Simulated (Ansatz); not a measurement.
# Bands, cutoff and cost in G0W0 for BeTe (F-43m), part 2 of 2

How do accuracy and time trade against each other in G0W0 on BeTe (F-43m)?

Ansatz 0.2.0; G0W0 on PBE, plane waves, PAW; PAW set soft_1. Known limits of the many-body steps: not at the basis limit; no spin-orbit coupling; coarse k mesh.

So far. Step 4 (291 empty bands, screening to 200 eV): Against the run with 6×6×6 mesh, 135 empty bands, screening to 120 eV, PAW set soft_1 files, the gap moves by +0.09 eV. Step 5 (Changing the k mesh: 4×4×4 mesh, 135 empty bands …): Against the run with 6×6×6 mesh, 135 empty bands, screening to 120 eV, PAW set soft_1 files, the gap moves by −0.03 eV.

### Step 6. Changing the frequency model: 6×6×6 mesh, 135 empty bands, screening to 120 eV, plasmon pole, PAW set soft_1 files

A plasmon pole stands in for the full frequency dependence of the screening; this run shows what that costs in accuracy.

input.yaml

```yaml
crystal:
  lattice:
    - [0.0, 2.8314587876, 2.8314587876]
    - [2.8314587876, 0.0, 2.8314587876]
    - [2.8314587876, 2.8314587876, 0.0]
  atoms:
    - { symbol: Be, position: [0.0, 0.0, 0.0] }
    - { symbol: Te, position: [0.75, 0.75, 0.75] }
kpoints:
  mp_grid: { grid: [6, 6, 6] }
hamiltonian:
  xc: pbe
  pseudopotentials: { kind: paw, azcp: { folder: soft_1 } }
scf:
  occupations: { method: fixed }
gw:
  n_empty_bands: 135
  ecut_chi: 120
  qp_bands: [v2, c2]
  qp_kpoints: band_edges
  screening: { model: godby_needs }
```

On the command line:

```sh
> ansatz run input.yaml --threads 3 --pin off --max-ram 92160MiB --backend cuda --events-out ev --progress --plain --runs-dir out --devices 1 --max-vram 13GiB
```

Numbers of over 12 decimals in the logs are rounded to 6 here.

Output:

```text
GPUs: using 1 of 1 available (devices: 1).
[...]
GPU FFT provider: cuFFT
GPU libraries: cuBLAS 13.8.2, cuFFT 12.4.0, cuSOLVER 12.3.4
Crystal: 2 atoms, lattice volume = 45.401 Å³
Basis set: ecut = 420 eV, 893 PW (Γ)
Bands: 13, of which v1, the nominal top of the filled ones, is band 9 counted from 1 (8 counted from 0)
Symmetry: 24 space group operations
[...]
k-points: 16 of 216 (time reversal used)
[...]
1    11     11.3488    -6.3976    -4.2832   -11.0336  0.7936    11.7025    11.7016  root
[...]
12     8      4.5989   -15.2930     1.9234   -12.5032  0.7830     3.7267     3.7325  root
    12     9      4.5989   -15.2930     1.9234   -12.5032  0.7830     3.7267     3.7325  root
    12    10      9.2029    -5.5033    -3.7178    -9.3204  0.8112     9.3022     9.3021  root
    12    11      9.8793    -6.3691    -3.7867   -10.2666  0.8050     9.9901     9.9900  root
[key lines of the parts left out:]
SCF converged after 6 iterations
Free energy (F): -7073.534513 eV
Fermi energy:    7.177692 eV
```

Wall time 18 s (1 × NVIDIA H100 80GB HBM3 (shared by 6 runs) with 3 threads of AMD EPYC 7R13 (Zen 3), shared host); peak memory 1.2 GiB; 24 s of CPU time.

This step gave:

| Property | Result |
| --- | --- |
| bands summed | 144 |
| plasmon-pole fit frequency | 23.38 eV |
| RPA ε∞ on this mesh (eigenvalues) | 7.335, 7.335, 7.335 |
| plane waves in the screening matrix | 137 |
| G0W0 gap on the mesh | 2.804 eV |
| k of the valence top | 0, 0, 0 |
| k of the conduction bottom | 0, -0.5, -0.5 |
| starting gap on the mesh | 2.025 eV |
| least direct G0W0 gap on the computed points | 4.653 eV |

Against the run with 6×6×6 mesh, 135 empty bands, screening to 120 eV, PAW set soft_1 files, the gap moves by −0.02 eV.

### Step 7. Changing the files: 6×6×6 mesh, 135 empty bands, screening to 120 eV, hard PAW files

Other atomic data (hard PAW) test the pseudisation: the cutoff goes from 420 to 960 eV and the valence electrons from 18 to 20, which opens shells that were frozen.

This step: G0W0 on PBE, plane waves, PAW.

input.yaml, the sections that differ from step 6:

```yaml
hamiltonian:
  xc: pbe
  pseudopotentials: { kind: paw, source: ansatz }
gw:
  n_empty_bands: 135
  ecut_chi: 120
  qp_bands: [v2, c2]
  qp_kpoints: band_edges
  screening: { model: contour_deformation }
# crystal, kpoints, scf: as in step 6
```

Output:

```text
GPUs: using 1 of 1 available (devices: 1).
[...]
GPU FFT provider: cuFFT
GPU libraries: cuBLAS 13.8.2, cuFFT 12.4.0, cuSOLVER 12.3.4
Crystal: 2 atoms, lattice volume = 45.401 Å³
Basis set: ecut = 960 eV, 3119 PW (Γ)
Bands: 14, of which v1, the nominal top of the filled ones, is band 10 counted from 1 (9 counted from 0)
Symmetry: 24 space group operations
[...]
k-points: 16 of 216 (time reversal used)
[...]
1    12     12.0115    -6.3920    -4.3249   -11.0265  0.7789    12.3224    12.3212  root
[...]
12     9      5.2608   -15.2858     1.9231   -12.4973  0.7647     4.3839     4.3955  root
    12    10      5.2608   -15.2858     1.9231   -12.4973  0.7647     4.3839     4.3955  root
    12    11      9.8651    -5.4977    -3.7411    -9.3117  0.8036     9.9380     9.9380  root
    12    12     10.5422    -6.3614    -3.7892   -10.2542  0.7951    10.6460    10.6458  root
[key lines of the parts left out:]
SCF converged after 6 iterations
Free energy (F): -7385.057746 eV
Fermi energy:    7.840037 eV
```

Elapsed: 19 s, on 1 × NVIDIA H100 80GB HBM3 (shared by 6 runs) with 3 threads; peak memory 1.3 GiB.

This step gave:

- bands summed: 145
- RPA ε∞ on this mesh (eigenvalues): 7.344, 7.344, 7.344
- plane waves in the screening matrix: 137
- G0W0 gap on the mesh: 2.837 eV
- k of the valence top: 0, 0, 0
- k of the conduction bottom: 0, -0.5, -0.5
- starting gap on the mesh: 2.025 eV
- least direct G0W0 gap on the computed points: 4.679 eV

Against the run with 6×6×6 mesh, 135 empty bands, screening to 120 eV, PAW set soft_1 files, the gap moves by +0.008 eV.

### Step 8. Convergence and cost

Times are wall times on 1 × NVIDIA H100 80GB HBM3 (shared by 6 runs) with 3 threads of AMD EPYC 7R13 (Zen 3), shared host, good to a factor of about two.

| mesh | files | frequency | bands summed | cutoff (eV) | start (eV) | G0W0 (eV) | time | host memory (GiB) |
| --- | --- | --- | --- | --- | --- | --- | --- | --- |
| 6×6×6 | PAW set soft_1 | contour deformation | 56 | 60 | 2.025 | 2.605 | 14 s | 0.99 |
| 6×6×6 | PAW set soft_1 | contour deformation | 144 | 120 | 2.025 | 2.829 | 16 s | 1.1 |
| 6×6×6 | PAW set soft_1 | contour deformation | 300 | 200 | 2.025 | 2.914 | 35 s | 1.3 |
| 4×4×4 | PAW set soft_1 | contour deformation | 144 | 120 | 2.017 | 2.794 | 12 s | 1.0 |
| 6×6×6 | PAW set soft_1 | plasmon pole | 144 | 120 | 2.025 | 2.804 | 18 s | 1.2 |
| 6×6×6 | hard PAW | contour deformation | 145 | 120 | 2.025 | 2.837 | 19 s | 1.3 |

The parts of the quasiparticle energy at the two band edges (eV; QP = start + Σx + Σc − Vxc):

| run | edge | start | Σx | Σc | Vxc | Z | QP |
| --- | --- | --- | --- | --- | --- | --- | --- |
| 56 bands | valence top | 7.18 | -16.06 | 1.40 | -14.35 | 0.79 | 6.88 |
| 56 bands | conduction bottom | 9.20 | -5.50 | -3.54 | -9.32 | 0.80 | 9.48 |
| 144 bands | valence top | 7.18 | -16.06 | 0.99 | -14.35 | 0.79 | 6.47 |
| 144 bands | conduction bottom | 9.20 | -5.50 | -3.73 | -9.32 | 0.80 | 9.29 |
| 300 bands | valence top | 7.18 | -16.06 | 0.84 | -14.35 | 0.79 | 6.31 |
| 300 bands | conduction bottom | 9.20 | -5.50 | -3.79 | -9.32 | 0.80 | 9.23 |

### Step 9. Results

```json
{
 "56 bands, 60 eV": "2.605 eV",
 "144 bands, 120 eV": "2.829 eV",
 "300 bands, 200 eV": "2.914 eV",
 "estimated limit in bands and cutoff": "2.99 eV",
 "mesh and start": "6×6×6, PBE"
}
```

**Reading.** A line in one over the bands through the two highest rungs gives 2.99 eV, +0.08 eV from the top rung; the pair below gives 2.97 eV, in fair agreement. The rungs stand 0.39 eV (56 bands), 0.16 eV (144 bands) and 0.08 eV (300 bands) from it. From 56 to 300 bands the gap moves by +0.31 eV while the time grows 2.5-fold. Σc changes by −0.56 eV at the valence top and −0.25 eV at the conduction bottom, so the valence edge carries most of the change. On the 4×4×4 mesh in place of 6×6×6 the gap differs by −0.03 eV, of which −0.01 eV is already in the start. The plasmon-pole model gives −0.02 eV against contour deformation, 3 % of the correction, and saved no time in this program. Hard PAW files move the gap by +0.01 eV at equal bands and cutoff, −0.0001 eV of it in the start. The cheapest rung within 0.1 eV of this estimate is that with 300 bands (35 s). The many-body steps are scalar-relativistic: spin-orbit coupling is not in them.

[Paths, hosts, dates, memory and timing lines, banners, echoed tables and standing remarks are left out of the program output.]

[Logs are printed without paths, hosts, clocks, repeated set-up lines and the standing remarks that a program may print on its own settings, such as how far it seeks lower states.]

[Runs of the session that timed out or met a known fault of the program may be left out.]

[Cells called generated may have been cut or substituted from an entry of the Crystallography Open Database or the Materials Project.]

[Hosts, paths, dates, database ids (printed as entryN), source tags and the programs' standing remarks are cut or masked in the printed files.]
